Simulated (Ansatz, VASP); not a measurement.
# SiO2: VASP beside Ansatz, part 2 of 2

Aim: how closely do two programs agree when they are given the same cell, functional and k mesh? The cell is taken from a series of runs on this material, whose earlier steps may have relaxed, scaled, displaced or heated it; both programs get it as it stands.

VASP 6.6.1 and Ansatz 0.2.0.

So far: Starting point; VASP: single point, HSE06.

## Step 3: Ansatz: single point, HSE06

Level of this step: Ansatz beside VASP: Kohn-Sham DFT, plane waves, HSE06 (Ansatz).

Ansatz runs on its PAW soft_1 files.

The same cell, functional and mesh now go to Ansatz, which takes its cutoff from its data sets.

Input file input.yaml:

```yaml
crystal:
  lattice:
    - [-2.279088, 2.279088, 3.744]
    - [2.279088, -2.279088, 3.744]
    - [2.279088, 2.279088, -3.744]
  atoms:
    - { symbol: Si, position: [0.0, 0.0, 0.0] }
    - { symbol: Si, position: [0.75, 0.25, 0.5] }
    - { symbol: O, position: [1.0167075537, 0.625, 0.8917075537] }
    - { symbol: O, position: [0.375, 0.2667075537, 0.3917075537] }
    - { symbol: O, position: [0.7332924463, 0.125, 0.1082924463] }
    - { symbol: O, position: [0.875, -0.0167075537, 0.6082924463] }
kpoints:
  mp_grid: { grid: [4, 4, 4] }
  band_path:
    path:
      - [0.0, 0.0, 0.0]
      - [0.0, 0.0, 0.5]
      - [0.25, 0.25, 0.25]
      - [0.0, 0.5, 0.0]
      - [0.5, 0.5, -0.5]
      - [0.35051897, 0.64948103, -0.35051897]
      - [-0.35051897, 0.35051897, 0.35051897]
      - [-0.20103795, 0.20103795, 0.5]
    npoints: 1
hamiltonian:
  xc: hse06
  pseudopotentials: { kind: paw, azcp: { folder: soft_1 } }
scf:
  occupations: { method: fixed }
  n_extra_bands: 6
output:
  eigenvalues: true
  write_density: true
  write_potential: true
  elf: true
  volumetric_format: npy
```

Started as:

```console
$ ansatz run input.yaml --threads 3 --pin off --max-ram 92160MiB --backend cuda --events-out ev --progress --plain --runs-dir out --devices 1 --max-vram 13GiB
```

Numbers of over 12 decimals in the logs are rounded to 6 here.

The program printed:

```text
scf.n_extra_bands = 6 over 16 filled bands (N_el = 32.0): the run solves 22 bands
GPUs: using 1 of 1 available (devices: 1).
Engine: ansatz 0.2.0, x86_64-unknown-linux-gnu
Pseudopotentials: kind: paw
Pseudopotential: Si, paw, valence charge 4, recommended cutoff 420 eV (normal), soft_1/Si.paw.azcp
Pseudopotential: O, paw, valence charge 6, recommended cutoff 420 eV (normal), soft_1/O.paw.azcp
Functional definition: HSE06
  parameter a = 0.25
  parameter omega = 0.11/bohr
  exchange = pbe_x - a*pbe_x_sr(omega) + a*exact_x_sr(omega)
  correlation = pbe_c
davidson cushion auto → on  (no smearing: the cushion is to keep the highest requested band from converging to the state above it; pin scf.eigensolver.cushion to override)
device memory: the entry about to start is reckoned to put 0.7 GiB on a device that reports 40.6 GiB free (of which the cap on the GPU budget leaves the run 13.0 GiB)
GPU FFT provider: cuFFT
GPU libraries: cuBLAS 13.8.2, cuFFT 12.4.0, cuSOLVER 12.3.4
Crystal: 6 atoms, lattice volume = 77.789 Å³
Basis set: ecut = 420 eV, 1557 PW (Γ)
Bands: 22, of which v1, the nominal top of the filled ones, is band 16 counted from 1 (15 counted from 0)
Symmetry: 8 space group operations
Space group: I-42d (ITA 122), of the structure as read, at distance tolerance 4.3e-5 Å
k-points: 13 of 64 (time reversal used)
Non-local potential: Si, projectors of the file, l = 0: 2, l = 1: 2, l = 2: 1
Non-local potential: O, projectors of the file, l = 0: 2, l = 1: 2, l = 2: 1
PAW form: soft (Blöchl's): semilocal exchange-correlation on the pseudo side does not see the compensation charge
PAW frozen core: Si, regenerated for the run's functional, and the local potential with it (the file was generated under x = pbe(κ = 0.804, μ = 0.219515), c = pbe(β = 0.066725))
PAW frozen core: O, regenerated for the run's functional, and the local potential with it (the file was generated under x = pbe(κ = 0.804, μ = 0.219515), c = pbe(β = 0.066725))
PAW one-centre angular grid: Si, 110 points (default); XC on 64 Gauss nodes
PAW one-centre angular grid: O, 110 points (default); XC on 96 Gauss nodes
Initial density: superposition of atomic densities (chi_scale 0.1, normalization cell, long waves kept (reshape's long-wave potential 0.00 eV rms))
Initial wavefunctions: pseudopotential atomic-orbital guess
GPU buffer pool allocated for 46656 grid points (all kernels)
GPU transforms: local potential and band sums: pruned to the plane-wave sphere, on 36×36×36
Functional: x = pbe(κ = 0.804, μ = 0.219515), c = pbe(β = 0.066725), warm-up for x = pbe(κ = 0.804, μ = 0.219515) + 0.25 (exact − pbe) at short range (hse, ω = 0.207870 Å⁻¹), c = pbe(β = 0.066725); HSE06 as pw.x's `hse` composes it (authors' and Libxc's form: `xc: wpbeh`)
SCF iter   1: F=—  HF=-3551.250439 eV  |F-HF|=—  |Δ(HF+E_count)|=         —  Δρ=1.32e-1  dr2=1.21e1  ethr=1.00e-1  ⟨swp⟩=4.6  Hψ=1042  notcnv=0
preconditioner: auto → none  [insulator: Δε(μ)=7.688 eV  Ē_g=18.240 eV  n_scr=14 (ndim 8)  ℏωp=23.8 eV  f_vac=0.053]
SCF iter   2: F=—  HF=-3548.281605 eV  |F-HF|=—  |Δ(HF+E_count)|=    2.97e0  Δρ=6.63e-2  dr2=1.43e0  ethr=3.77e-2  ⟨swp⟩=3.3  Hψ=841  notcnv=0
SCF iter   3: F=—  HF=-3547.932027 eV  |F-HF|=—  |Δ(HF+E_count)|=   3.50e-1  Δρ=2.16e-2  dr2=1.52e-1  ethr=4.47e-3  ⟨swp⟩=3.1  Hψ=752  notcnv=0
iter 4 solved again at ethr=1.70e-5 eV; its pass at ethr=4.75e-4 eV (dr2=5.43e-3 eV) is discarded
SCF iter   4: F=—  HF=-3547.959662 eV  |F-HF|=—  |Δ(HF+E_count)|=   2.76e-2  Δρ=2.76e-3  dr2=6.18e-3  ethr=1.70e-5  ⟨swp⟩=3.9  Hψ=1582  notcnv=0  defer=1
SCF iter   5: F=-3547.957539 eV  HF=-3547.957602 eV  |F-HF|=6.33e-5  |Δ(HF+E_count)|=   2.06e-3  Δρ=5.21e-4  dr2=1.63e-4  ethr=1.70e-5  ⟨swp⟩=3.2  Hψ=747  notcnv=0
SCF 1 stopped early in 5 iterations: F = -3547.957539 eV  dr2 = 1.63e-4
  greatest PAW one-centre occupation: 0.863 electrons in one spin orbital (limit 2), on the O atom at site 5 (counted from 0), in its partial waves of l = 0
device memory: the entry about to start is reckoned to put 1.4 GiB on a device that reports 41.3 GiB free (of which the cap on the GPU budget leaves the run 13.0 GiB)
GPU FFT provider: cuFFT
GPU libraries: cuBLAS 13.8.2, cuFFT 12.4.0, cuSOLVER 12.3.4
Initial density: handed on by an earlier stage of this run
Initial wavefunctions: those handed on with the density
GPU buffer pool allocated for 46656 grid points (all kernels)
GPU transforms: local potential and band sums: pruned to the plane-wave sphere, on 36×36×36
Functional: x = pbe(κ = 0.804, μ = 0.219515) + 0.25 (exact − pbe) at short range (hse, ω = 0.207870 Å⁻¹), c = pbe(β = 0.066725); HSE06 as pw.x's `hse` composes it (authors' and Libxc's form: `xc: wpbeh`)
Exchange kernel: α = 0.2500, screened, ω = 0.2079 Å⁻¹, Wigner–Seitz truncation, v(0) = 1042.3004 eV·Å³, q-mesh 4×4×4, nearest image of the exchange supercell L = 18.23 Å, pair-density grid 20×20×20, without the augmentation charges, whose exchange is taken in its separable form by FFT convolution over the k-point mesh (sized by the pseudopotential files, 27×27×27 at the most), smooth part of the exact exchange by density-matrix convolution in up to 1.39 GiB of GPU memory as planned if the GPU has room (build and FFT work areas not counted)
Frozen-core exchange: fock
SCF iter   1: F=—  HF=-3548.692443 eV  |F-HF|=—  |Δ(HF+E_count)|=         —  Δρ=7.06e-3  dr2=3.00e-2  ethr=5.09e-6  ⟨swp⟩=8.3  Hψ=1571  notcnv=0
preconditioner: auto → none  [insulator: Δε(μ)=8.201 eV  Ē_g=19.565 eV  n_scr=14 (ndim 8)  ℏωp=23.8 eV  f_vac=0.159]
SCF iter   2: F=—  HF=-3548.682281 eV  |F-HF|=—  |Δ(HF+E_count)|=   1.02e-2  Δρ=2.01e-3  dr2=3.48e-3  ethr=5.09e-6  ⟨swp⟩=4.0  Hψ=965  notcnv=0
SCF iter   3: F=—  HF=-3548.690957 eV  |F-HF|=—  |Δ(HF+E_count)|=   8.68e-3  Δρ=7.56e-4  dr2=4.02e-4  ethr=5.09e-6  ⟨swp⟩=4.4  Hψ=979  notcnv=0
SCF iter   4: F=—  HF=-3548.690858 eV  |F-HF|=—  |Δ(HF+E_count)|=   9.98e-5  Δρ=1.55e-4  dr2=2.01e-5  ethr=1.12e-6  ⟨swp⟩=3.0  Hψ=728  notcnv=0
SCF iter   5: F=-3548.690949 eV  HF=-3548.690953 eV  |F-HF|=3.31e-6  |Δ(HF+E_count)|=   9.50e-5  Δρ=8.42e-5  dr2=4.46e-6  ethr=4.06e-8  ⟨swp⟩=5.3  Hψ=1078  notcnv=0
SCF 2 stopped early in 5 iterations: F = -3548.690949 eV  dr2 = 4.46e-6
  greatest PAW one-centre occupation: 0.867 electrons in one spin orbital (limit 2), on the O atom at site 5 (counted from 0), in its partial waves of l = 0
hybrid outer 1: dexx = +1.082e-2 eV, tail = 2.67e-5 eV
GPU FFT provider: cuFFT
GPU libraries: cuBLAS 13.8.2, cuFFT 12.4.0, cuSOLVER 12.3.4
GPU buffer pool allocated for 46656 grid points (all kernels)
GPU transforms: local potential and band sums: pruned to the plane-wave sphere, on 36×36×36
Exchange kernel: α = 0.2500, screened, ω = 0.2079 Å⁻¹, Wigner–Seitz truncation, v(0) = 1042.3004 eV·Å³, q-mesh 4×4×4, nearest image of the exchange supercell L = 18.23 Å, pair-density grid 20×20×20, without the augmentation charges, whose exchange is taken in its separable form by FFT convolution over the k-point mesh (sized by the pseudopotential files, 27×27×27 at the most), smooth part of the exact exchange by density-matrix convolution in up to 1.39 GiB of GPU memory as planned if the GPU has room (build and FFT work areas not counted)
Frozen-core exchange: fock
SCF iter   1: F=—  HF=-3548.691074 eV  |F-HF|=—  |Δ(HF+E_count)|=         —  Δρ=4.87e-5  dr2=7.47e-7  ethr=4.17e-7  ⟨swp⟩=3.5  Hψ=681  notcnv=0
preconditioner: auto → none  [insulator: Δε(μ)=8.201 eV  Ē_g=19.545 eV  n_scr=14 (ndim 8)  ℏωp=23.8 eV  f_vac=0.168]
SCF iter   2: F=—  HF=-3548.691074 eV  |F-HF|=—  |Δ(HF+E_count)|=   6.43e-7  Δρ=2.21e-5  dr2=2.38e-7  ethr=1.97e-9  ⟨swp⟩=5.4  Hψ=1173  notcnv=0  defer=2
iter 3 solved again at ethr=1.19e-11 eV; its pass at ethr=6.23e-10 eV (dr2=3.81e-9 eV) is discarded
SCF iter   3: F=-3548.691074 eV  HF=-3548.691074 eV  |F-HF|=5.14e-10  |Δ(HF+E_count)|=   2.62e-8  Δρ=3.71e-6  dr2=3.23e-8  ethr=1.19e-11  ⟨swp⟩=4.5  Hψ=1599  notcnv=0  defer=2
SCF 3 converged in 3 iterations: F = -3548.691074 eV  dr2 = 3.23e-8
hybrid outer 2: dexx = +2.646e-7 eV, tail = 7.00e-8 eV, Δε = 1.75e-3 eV (about 1.20e-4 eV left of the loop's levels)
the search or the solves at the SCF's close seem to have found levels that the self-consistency loop had missed (the run counts 2). By its estimate they hold under 1e-12 electrons; where the run keeps them, the occupations were computed again with them
device memory: the entry about to start is reckoned to put 0.5 GiB on a device that reports 48.4 GiB free (of which the cap on the GPU budget leaves the run 13.0 GiB)
NSCF: frozen V_eff on 8 k-points
hybrid SCF converged: 2 outer / 8 inner (+5 warm-up), last move |dexx| = 2.65e-7 eV, tail = 7.00e-8 eV
Stability not checked: this state was not tested for a lower state beside it, because the functional holds exact exchange (a hybrid, or Hartree-Fock), whose exchange loop this test does not read (fock_operator; see scf.lower_state_search)
Free energy (F): -3548.691075 eV
Frozen-core exchange: fock
Harris-Foulkes:  -3548.691075 eV  (|F-HF|=5.14e-10)
Internal energy: -3548.691075 eV  (E = F + TS)
E sigma→0 (E₀):  -3548.691075 eV
Fermi energy:    0.412668 eV
--- Per-component energies (eV) ---
  E_band       = -208.709441
  E_kinetic    = 785.258828
  E_local      = -2054.847133  (includes V_loc(G=0)·N_el)
  E_nonlocal   = 248.566186
  E_hartree    = 761.419210
  E_xc         = -324.634053
  E_vxc        = -372.441936  (∫ρ·V_xc dr)
  E_exx        = -92.344928  (= α·E_x^exact, valence–valence)
  E_paw        = -1666.482368  (= ΣΔE_a)
  E_vpaw       = -153.398016  (= ΣTr[D̂ρ^β])
  E_aug_tail   = 0.003282  (compensation charges beyond the density's cutoff)
  E_ewald      = -1205.405226
  E_core_change = -0.224872  (= ΣΔE_core)
  E_smearing   = -0.000000  (= −TS)
  E_closure    = -0.000000  (closes the sum)
  Σ components = -3548.691075   (vs F -3548.691075, Δ=4.55e-13)
--- Band table (eV; the first three rows and the last of 13) ---
  k-point 0: bands = [... 12 lower, -0.7977, -0.7788, 0.3918, 0.3918, 8.6143, 11.0097, 13.9989, 13.9989, ... 2 higher]
  k-point 1: bands = [... 12 lower, -0.7094, -0.4316, 0.3253, 0.3436, 10.0847, 12.0593, 13.3693, 13.9519, ... 2 higher]
  k-point 2: bands = [... 12 lower, -0.2108, -0.2108, 0.2481, 0.2481, 12.3903, 12.3903, 13.0501, 13.0501, ... 2 higher]
  k-point 12: bands = [... 12 lower, -1.2399, -1.2399, 0.4127, 0.4127, 11.7094, 11.7094, 11.9146, 11.9146, ... 2 higher]
```

The column dr2 measures how far the density is from self-consistency, as an energy; F and HF (Harris–Foulkes) agree once it is small.

## Step 4: Comparison

Known differences besides the potentials themselves: exact exchange at q = 0 is treated differently, which shows on coarse meshes; VASP keeps PBE cores, Ansatz makes them for the functional; fixed occupations in Ansatz, narrow Gaussian smearing in VASP; the cutoff is 420 eV in Ansatz and 520 eV in VASP; VASP takes a coarser grid for exact exchange (PRECFOCK = Fast). Total energies have different zeros and are not compared.

Compared:

```tsv
quantity	Ansatz	VASP	difference
gap on the k mesh (eV)	8.202	8.205	-0.003
```

A gap on the mesh is an upper bound, since the band edges may lie between its points.

## Step 5: Summary of results

```
difference in gap on the k mesh (single point, HSE06) : -0.0034 eV
```

**Reading.** The difference in gap on the k mesh is -0.0034 eV (single point, HSE06), within the 0.08 eV picked in this series as the mark of a large difference. Such differences can come from data sets, numerical settings and the points named under the comparisons, not from the functional's error against experiment.

[Lines on the potential files, build, host, timing and source positions are cut from VASP's logs without a mark.]

[Logs are printed without paths, hosts, clocks, repeated set-up lines and the standing remarks that a program may print on its own settings, such as how far it seeks lower states.]

[Hosts, paths, dates, database ids (printed as entryN), source tags and the programs' standing remarks are cut or masked in the printed files.]
